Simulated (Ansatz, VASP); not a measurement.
# Bi in VASP and in Ansatz

```
Bi
1.0
     2.26750    1.30914    3.93800
    -2.26750    1.30914    3.93800
     0.00000   -2.61828    3.93800
Bi
2
Direct
  0.23400 0.23400 0.23400
  0.76600 0.76600 0.76600
```

Alike in both runs: task single point; functional PBE; dispersion D3(BJ); k mesh 6 × 6 × 6; occupations gaussian, width 0.1 eV; no spin polarisation.

|  | VASP | Ansatz |
| --- | --- | --- |
| version | VASP 6.6.1 | Ansatz 0.2.0 |
| potentials or method | VASP PAW PBE potentials, release 64 (Bi_d) | scalar-relativistic, plane waves, PAW |
| plane-wave cutoff (eV) | 520 | 420 |
| valence electrons in the cell | 30 | 30 |

```csv
,VASP,Ansatz,Ansatz less VASP
gap on the k mesh at the Fermi level (eV),none,none,-
pressure (GPa),0.0,0.0,+0.05
largest component of the traceless stress (GPa),0.07,0.06,-0.001
rms of the force components (eV/Å),0.071,0.068,-0.0037
```

Atom by atom the forces differ by 0.004 eV/Å (rms over components). A gap of «none» marks a metal or a gap that the smearing closes.

Caveats: spin-orbit coupling is left out, which moves the levels of the heavy elements; pairwise dispersion overbinds metals, which lowers pressure and volume.
